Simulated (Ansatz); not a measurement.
# C7H8: ionisation energy by level of theory

How much energy removes an electron from C7H8 at fixed geometry? The cation is run at each level and the neutral's energy taken from earlier runs.

Method: unrestricted cation, the program's frozen cores in correlated methods; program: Ansatz 0.2.0, Gaussian basis.

Levels to be run: UKS PBE-D4/def2-TZVPP; UKS r2SCAN-D4/def2-TZVPP; UKS PBE0-D4/def2-TZVPP; UKS B3LYP-D4/def2-TZVPP; UKS wB97X-V/def2-TZVPP; UKS wB97M-V/def2-TZVPP; UKS B2PLYP/def2-TZVPP; UHF-CCSD(T)/def2-TZVPP; UHF-MP2/def2-QZVPP; extrapolation to the limit; then −ε(HOMO) from the neutral's earlier runs with LDA (SPW92), PBE-D4, revPBE-D4, BLYP-D4, r2SCAN-D4, B97M-V, PBE0-D4, B3LYP-D4, r2SCANh-D4, r2SCAN0-D4, HSE06-D4, BHLYP-D4, CAM-B3LYP-D4, LC-ωPBE, ωB97X-V, ωB97M-V.

### Step 1. The geometry

All runs share one geometry, relaxed beforehand with PBE0-D4 in a triple-zeta def2 set.

SMILES `C1=C[C@H]2C=C[C@@H]1C2`, 15 atoms, charge 0, spin multiplicity 1.

Atoms are counted from 1 here; the program's logs count them from 0.

Bond lengths: C1–C2 1.328 Å, C1–C6 1.531 Å, C1–H8 1.081 Å, C2–C3 1.531 Å, C2–H9 1.081 Å, C3–C4 1.531 Å, C3–C7 1.547 Å, C3–H10 1.088 Å, C4–C5 1.328 Å, C4–H11 1.081 Å, C5–C6 1.531 Å, C5–H12 1.081 Å, C6–C7 1.547 Å, C6–H13 1.088 Å, C7–H14 1.092 Å, C7–H15 1.092 Å. Angles: C2–C1–C6 107.1°, C2–C1–H8 128.1°, C6–C1–H8 124.7°, C1–C2–C3 107.1°, C1–C2–H9 128.1°, C3–C2–H9 124.7°, C2–C3–C4 107.2°, C2–C3–C7 98.3°, C2–C3–H10 116.2°, C4–C3–C7 98.4°, C4–C3–H10 116.2°, C7–C3–H10 117.9°, C3–C4–C5 107.1°, C3–C4–H11 124.7°, C5–C4–H11 128.1°, C4–C5–C6 107.1°, C4–C5–H12 128.1°, C6–C5–H12 124.7° and more.

### Step 2. Cation, UKS PBE-D4/def2-TZVPP

in.yaml reads:

```yaml
crystal:
  periodic: [false, false, false]
  atoms:
    - {symbol: C, position_ang: [-0.335905, -0.448988, 1.409729]}
    - {symbol: C, position_ang: [0.832586, -0.859992, 0.930880]}
    - {symbol: C, position_ang: [1.047194, -0.146955, -0.407234]}
    - {symbol: C, position_ang: [-0.035183, -0.649735, -1.366759]}
    - {symbol: C, position_ang: [-1.203603, -0.238515, -0.887917]}
    - {symbol: C, position_ang: [-0.914223, 0.543166, 0.396704]}
    - {symbol: C, position_ang: [0.408878, 1.213566, -0.041600]}
    - {symbol: H, position_ang: [-0.841287, -0.777589, 2.307498]}
    - {symbol: H, position_ang: [1.500409, -1.601299, 1.347838]}
    - {symbol: H, position_ang: [2.065502, -0.143976, -0.791540]}
    - {symbol: H, position_ang: [0.148931, -1.273869, -2.230437]}
    - {symbol: H, position_ang: [-2.192610, -0.449806, -1.270800]}
    - {symbol: H, position_ang: [-1.714744, 1.186089, 0.757906]}
    - {symbol: H, position_ang: [0.289188, 1.875387, -0.901753]}
    - {symbol: H, position_ang: [0.923064, 1.721715, 0.776687]}
basis:
  gaussian: {orbitals: def2-TZVPP}
total_charge: 1
magnetization: {spin_polarized: true, initial_magnetization: 1}
hamiltonian: {xc: pbe, dispersion: d4}
```

Launch:

```bash
ansatz run in.yaml --threads 2 --pin off --events-out ev --progress --plain --max-ram 22528MiB --backend cuda --devices 0, --max-vram 18GiB
```

After this run come: Cation, UKS r2SCAN-D4/def2-TZVPP; Cation, UKS PBE0-D4/def2-TZVPP; Cation, UKS B3LYP-D4/def2-TZVPP; Cation, UKS wB97X-V/def2-TZVPP; Cation, UKS wB97M-V/def2-TZVPP; Cation, UKS B2PLYP (frozen core)/def2-TZVPP; Cation, UHF-CCSD(T)/def2-TZVPP; Cation, UHF-MP2/def2-QZVPP.

**Question.** What will the summary of the whole plan be? Wanted: ionisation energy, CCSD(T)/CBS; nearest functional by difference; nearest −ε(HOMO); −ε(HOMO) of PBE; T1 of the cation.

As calculated:

```
                        quantity               value
  ionisation energy, CCSD(T)/CBS             8.89 eV
nearest functional by difference  ωB97X-V (-0.28 eV)
                nearest −ε(HOMO)  ωB97X-V (-0.10 eV)
                 −ε(HOMO) of PBE             5.40 eV
                T1 of the cation               0.044
```

By cation minus neutral, the functionals miss by 0.57 eV at most. −ε(HOMO) of PBE misses by 3.5 eV, since self-interaction lifts the level. Among orbital estimates ωB97X-V comes nearest. Hartree-Fock falls 1.45 eV short, as the neutral has more correlation energy than the cation. The cation's T1 (from the report) is 0.044, near the customary mark of 0.045 for open shells, so the coupled-cluster value is less safe.
